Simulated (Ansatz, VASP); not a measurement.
**One calculation of W, two programs**

The input INCAR:

```
SYSTEM = W
ALGO     = Normal         ! electronic algorithm
EDIFF    = 1E-7           ! SCF threshold, eV
ENCUT    = 520            ! plane-wave cutoff, eV
GGA      = PS             ! functional
ISIF     = 2              ! what is computed and relaxed
ISMEAR   = -1             ! smearing method
LASPH    = .True.         ! aspherical terms in the spheres
LCHARG   = .False.        ! write CHGCAR
LREAL    = .False.        ! projectors in reciprocal space
LWAVE    = .False.        ! write WAVECAR
NBANDS   = 21             ! bands
NELM     = 80             ! most SCF steps
PREC     = Accurate       ! precision mode
SIGMA    = 0.1            ! smearing width, eV
```

Contents of KPOINTS:

```
k-points
0
Gamma
  14 14 14
  0 0 0
```

File POSCAR:

```
W
1.0
    0.0000000000      2.8789574376      2.8789574376
    2.8789574376      0.0000000000      2.8789574376
    2.8789574376      2.8789574376      0.0000000000
W
2
Direct
   -0.1250000000     -0.1250000000     -0.1250000000
    0.1250000000      0.1250000000      0.1250000000
```

Input for Ansatz:

```yaml
crystal:
  lattice:
    - [0.0, 2.8789574376, 2.8789574376]
    - [2.8789574376, 0.0, 2.8789574376]
    - [2.8789574376, 2.8789574376, 0.0]
  atoms:
    - { symbol: W, position: [-0.125, -0.125, -0.125] }
    - { symbol: W, position: [0.125, 0.125, 0.125] }
kpoints:
  mp_grid: { grid: [14, 14, 14] }
  band_path:
    path:
      - [0.0, 0.0, 0.0]
      - [0.5, 0.0, 0.5]
      - [0.625, 0.25, 0.625]
      - [0.375, 0.375, 0.75]
      - [0.0, 0.0, 0.0]
      - [0.5, 0.5, 0.5]
      - [0.5, 0.25, 0.75]
      - [0.5, 0.0, 0.5]
    npoints: 8
scf:
  occupations: { method: fermi_dirac, width: 0.1 }
hamiltonian:
  xc: pbesol
  pseudopotentials: { kind: paw }
output:
  forces: true
  stress: true
  eigenvalues: true
  populations: true
  dos: { projected: true, de: 0.2, e_range: [-14, 8] }
```

Change from the starting cell: volume scaled by 1, PAW files.

Alike in both runs: task single point; functional PBEsol; k mesh 14 × 14 × 14; occupations fermi-dirac, width 0.1 eV; no spin polarisation.

|  | VASP | Ansatz |
| --- | --- | --- |
| version | VASP 6.6.1 | Ansatz 0.2.0 |
| potentials or method | VASP PAW PBE potentials, release 64 (W_sv) | PAW with Ansatz's default frozen-core files, scalar-relativistic |
| plane-wave cutoff (eV) | 520 | 420 |
| valence electrons in the cell | 28 | 28 |

VASP gave:

| Property | Result |
| --- | --- |
| pressure (GPa) | 0.7 |

Question: Which values does Ansatz return?

Answer: Pressure (GPa): 0.0.

Caveats: the PAW data sets were made with another functional, which shifts forces and pressure a little (VASP). The runs have no spin-orbit coupling, so splittings on W are missing.
